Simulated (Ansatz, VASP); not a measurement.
**Two plane-wave programs on MgO**

File INCAR:

```
SYSTEM = MgO
PREC = Accurate
ENCUT = 520
EDIFF = 1E-6
ISMEAR = 0
SIGMA = 0.05
LREAL = .FALSE.
LASPH = .TRUE.
NELM = 100
ALGO = Normal
ISIF = 2
LWAVE = .FALSE.
LCHARG = .TRUE.
GGA = PE
LELF = .TRUE.
LVHAR = .TRUE.
NBANDS = 11
```

KPOINTS

```
Automatic mesh
0
G
  10 10 10
  0 0 0
```

Contents of POSCAR:

```
MgO
1.0
    0.0000000000      2.1351500000      2.1351500000
    2.1351500000      0.0000000000      2.1351500000
    2.1351500000      2.1351500000      0.0000000000
Mg O
1 1
Direct
    0.0000000000      0.0000000000      0.0000000000
    0.5000000000      0.5000000000      0.5000000000
```

Input for Ansatz:

```yaml
crystal:
  lattice:
    - [0.0, 2.13515, 2.13515]
    - [2.13515, 0.0, 2.13515]
    - [2.13515, 2.13515, 0.0]
  atoms:
    - { symbol: Mg, position: [0.0, 0.0, 0.0] }
    - { symbol: O, position: [0.5, 0.5, 0.5] }
basis:
  ecutwfc: 420
kpoints:
  mp_grid: { grid: [10, 10, 10] }
hamiltonian:
  xc: pbe
scf:
  occupations: { method: gaussian, width: 0.05 }
output:
  forces: true
  stress: true
  eigenvalues: true
  write_density: true
  write_potential: true
  elf: true
  volumetric_format: npy
```

Alike in both runs: task single point; functional PBE; k mesh 10 × 10 × 10; occupations gaussian, width 0.05 eV; no spin polarisation.

|  | VASP | Ansatz |
| --- | --- | --- |
| version | VASP 6.6.1 | Ansatz 0.2.0 |
| potentials or method | VASP PAW PBE potentials, release 64 (Mg, O) | scalar-relativistic, plane waves, PAW |
| plane-wave cutoff (eV) | 520 | 420 |
| valence electrons in the cell | 8 | 16 |

```csv
,VASP,Ansatz,Ansatz less VASP
gap on the k mesh at the Fermi level (eV),4.34,4.35,+0.017
least direct gap on the mesh (eV),4.34,4.35,+0.017
pressure (GPa),-2.4,-1.7,+0.75
```

With one functional, cell and mesh, what is left measures potentials, basis and numerics. The two sets of potentials don't hold the same shells in valence.

Expect the measured gap to be larger: semilocal functionals such as PBE lack the derivative discontinuity.
